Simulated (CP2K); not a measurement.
Crystal: CaO.

```
CELL_PARAMETERS angstrom
3.39914 0.00000 0.00000
1.69957 2.94374 0.00000
1.69957 0.98125 2.77539
ATOMIC_POSITIONS crystal
Ca 0.00000 0.00000 0.00000
O 0.50000 0.50000 0.50000
```

The cell is a database's computed one.

Base run:

* Program: CP2K 2026.2
* Functional: PBE
* Dispersion: D3
* Potentials or basis: POTENTIAL_UZH Ca GTH-PBE-q10, O GTH-PBE-q6; TZVP-MOLOPT-PBE-GTH basis
* Density cutoff: 8163 eV
* k mesh: 10 × 10 × 10
* Occupations: fermi-dirac, width 0.05 eV
* Spin: no spin polarisation

Its results: band gap on the k mesh 3.76 eV, indirect (least direct gap 4.15 eV); pressure 0.0 GPa.

**Question.** The run is repeated on the same cell with these changes: dispersion from D3 to D2. What comes out?

**Answer.** Band gap on the k mesh 3.76 eV, indirect (least direct gap 4.15 eV); pressure -1.5 GPa.

Caveats: the basis of atomic orbitals isn't converged, which shifts pressures, moduli and gaps.

A k mesh can miss the band edges.
